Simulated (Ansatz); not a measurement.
The system is Ge.

```
CELL_PARAMETERS angstrom
0.00000 2.82891 2.82891
2.82891 0.00000 2.82891
2.82891 2.82891 0.00000
ATOMIC_POSITIONS crystal
Ge 0.75000 0.75000 0.75000
Ge 0.50000 0.50000 0.50000
```

Base run:

- Program: Ansatz 0.2.0
- Functional: PBE
- Potentials or basis: Ansatz PAW
- Cutoff: 600 eV
- Density cutoff: 2400 eV
- k mesh: 8 × 8 × 8
- Occupations: fermi-dirac, width 0.05 eV
- Spin: no spin polarisation

Its results: band gap on the k mesh none (metal or under the smearing width); pressure 3.6 GPa.

Task: After a change of settings the same cell gave: band gap on the k mesh 0.44 eV, direct; pressure 0.6 GPa. Which change was it?
A. cutoff from 600 eV to 420 eV; density cutoff from 2400 eV to 1680 eV; occupations from fermi-dirac, width 0.05 eV to gaussian, width 0.022 eV
B. functional from PBE to rPW86-PBE; cutoff from 600 eV to 420 eV; density cutoff from 2400 eV to 1680 eV
C. functional from PBE to r2SCAN; cutoff from 600 eV to 500 eV; density cutoff from 2400 eV to 2000 eV
D. cutoff from 600 eV to 420 eV; density cutoff from 2400 eV to 1680 eV; k mesh from 8 × 8 × 8 to 4 × 4 × 4

Result: C.

r2SCAN gives the wider gap, since meta-GGAs in the generalised Kohn-Sham scheme recover part of the derivative discontinuity.

Caveats: this crystal is a semiconductor, whose small gap the functional closes, so the metal is an error of the method (some runs); the PAW data sets come from PBE, with cores solved anew for the run's functional, which leaves a small shift of forces and pressure (some runs).

Not every run made on this cell is shown here.
